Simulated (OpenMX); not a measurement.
MnO:

```
Mn O
1.0
     0.00000    2.22200    2.22200
     2.22200    0.00000    2.22200
     2.22200    2.22200    0.00000
Mn O
1 1
Direct
  0.00000 0.00000 0.00000
  0.50000 0.50000 0.50000
```

Base run:

- Program: OpenMX 3.8.5
- Functional: PBE
- Potentials or basis: OpenMX 2013 PBE set, Mn6.0-s3p2d2, O6.0-s2p2d1, grid cutoff 400 Ry
- k mesh: 7 × 7 × 7
- Occupations: fermi-dirac, width 0.05 eV
- Spin: collinear spin, ferromagnetic start
- Starting moments: [4.0, 0.0] μB
- Hubbard terms: Mn U = 2 eV

Its results: band gap on the k mesh 0.21 eV, indirect (least direct gap 2.53 eV); net moment 5.00 μB per cell; site moments Mn +4.81; O +0.19 μB.

Problem. The run is repeated on the same cell with these changes: hubbard terms from Mn U = 2 eV to Mn U = 6 eV. What comes out?

Solution. Band gap on the k mesh 0.96 eV, indirect (least direct gap 2.77 eV); net moment 5.00 μB per cell; site moments Mn +4.98; O +0.02 μB.

Caveats: U acts on the first radial function of the shell alone, so its value doesn't carry over to other programs; an odd mesh through Γ misses points on the zone boundary, where band edges often lie; the basis of atomic orbitals isn't converged, which shifts pressures, moduli and gaps; a cell with one magnetic atom can't hold antiferromagnetic order, which such compounds often take.
